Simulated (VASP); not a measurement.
Input of a VASP 6.6.1 run:

Contents of INCAR:

```
SYSTEM = H12CO8
PREC     = Accurate       ! precision mode
ENCUT    = 520            ! plane-wave cutoff, eV
EDIFF    = 1E-6           ! SCF threshold, eV
ISMEAR   = -1             ! smearing method
SIGMA    = 0.05           ! smearing width, eV
LREAL    = Auto         
LASPH    = .TRUE.         ! aspherical terms in the spheres
NELM     = 100            ! most SCF steps
ALGO     = Normal         ! electronic algorithm
ISIF     = 2              ! what is computed and relaxed
LWAVE    = .FALSE.        ! write WAVECAR
LCHARG   = .FALSE.        ! write CHGCAR
GGA      = PE             ! functional
NBANDS   = 48             ! bands
```

Contents of KPOINTS:

```
regular mesh
0
G
  1 1 1
  0 0 0
```

File POSCAR:

```
H12CO8
1.0
    6.8384790000      0.0000000000      0.0000000000
    0.0000000000      6.8384790000      0.0000000000
    0.0000000000      0.0000000000      6.8384790000
O H C
8 12 1
Direct
    0.4618717115      0.7946650125      0.3779349180
    0.1218838283      0.3857729182      0.1366385712
    1.1058160740     -0.0187468588      1.2817177621
    0.2586832540      0.6553211613      0.6507733664
    0.5358355272      0.3310677711      0.3628292198
    0.8229169089      0.7456336416      0.4490910917
    0.4955926603      0.4482429499     -0.0366601989
    0.7291972382      0.6670781617     -0.1111650705
    0.4905915482      0.9371967070      0.3640283168
    0.3286403307      0.7608563249      0.4236468373
    0.2308115591      0.4078392286      0.2197272230
    0.0613879197      0.5049075971      0.1340210301
    1.2401295668     -0.0262631500      1.3313486815
    1.0315159263      0.0770785433      1.3783766829
    0.2082626853      0.5325745681      0.6069039621
    0.1467139111      0.7371960929      0.6470152208
    0.6566372435      0.2860870085      0.3198518267
    0.5697027073      0.4628222153      0.4143903930
    0.8152251400      0.8859426197      0.4831922420
    0.7085055025      0.7133896295      0.3580182084
    0.6365596794      0.5413630721     -0.0638299832
```

Potentials or basis: VASP PAW PBE potentials, release 64 (O, H, C).

The run is started by

```console
$ cat potpaw_PBE.64/O/POTCAR potpaw_PBE.64/H/POTCAR potpaw_PBE.64/C/POTCAR > POTCAR
$ mpirun -np 1 vasp_gam > vasp.out
```

**Question.** What does it give for the band gap on the k mesh?

**Answer.** 3.37 eV, direct.

**Question.** What does it give for the pressure?

**Answer.** 3.2 GPa.

**Question.** What does it give for the largest force?

**Answer.** 7.990 eV/Å.

Stress tensor (GPa, compression positive):
```
 5.21  1.58 -1.39
 1.58  3.75 -2.80
-1.39 -2.80  0.62
```

Caveat: the standard files for N, O and F lose accuracy on very short bonds. As with any semilocal functional, this PBE gap is likely too small.
